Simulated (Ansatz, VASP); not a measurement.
One calculation of P, two programs

```
CELL_PARAMETERS angstrom
2.36016 0.00000 0.00000
0.00000 2.36016 0.00000
0.00000 0.00000 2.36016
ATOMIC_POSITIONS crystal
P 0.00000 0.00000 0.00000
```

Alike in both runs: functional PBE; k mesh 16 × 16 × 16; occupations fermi-dirac, width 0.05 eV; no spin polarisation.

Ansatz relaxed the structure, and its values are those at the end. VASP's run is a single point on that final structure, the one shown.

|  | VASP | Ansatz |
| --- | --- | --- |
| version | VASP 6.6.1 | Ansatz 0.2.0 |
| potentials or method | VASP PAW PBE potentials, release 64 (P), cutoff 520 eV | all-electron LAPW, scalar-relativistic |

|  | VASP | Ansatz | Ansatz less VASP |
| --- | --- | --- | --- |
| pressure (GPa) | 14.5 | 15.0 | +0.49 |

Ansatz ran all-electron here, so the differences hold the error of VASP's frozen core and of both bases.
